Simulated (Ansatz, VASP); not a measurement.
## Two plane-wave programs on Pt

```
Pt
1.0
     2.41576    0.00000    0.00000
     0.00000    2.41576    0.00000
     0.00000    0.00000    2.41576
Pt
1
Direct
  0.00000 0.00000 0.00000
```

Change from the starting cell: volume scaled by 0.78, PAW files.

Alike in both runs: task single point; functional PBE; k mesh 16 × 16 × 16; occupations fermi-dirac, width 0.05 eV; no spin polarisation.

|  | VASP | Ansatz |
| --- | --- | --- |
| version | VASP 6.6.1 | Ansatz 0.2.0 |
| potentials or method | VASP PAW PBE potentials, release 64 (Pt) | PAW with Ansatz's default frozen-core files, scalar-relativistic |
| plane-wave cutoff (eV) | 520 | 420 |
| valence electrons in the cell | 10 | 18 |

Ansatz gave:

| Quantity | Value |
| --- | --- |
| pressure (GPa) | 89.1 |

Task: Which values does VASP return?

Result: Pressure (GPa): 88.2.

The functional is the same, so the differences come from potentials, cutoffs and numerics. The two sets of potentials don't hold the same shells in valence.

Caveats: the cell as given lies far from equilibrium; so large a pressure means that the cell lies far from this level's equilibrium, or that cutoff or potentials fall short (VASP). Spin-orbit coupling is left out, which matters for the levels of Pt.
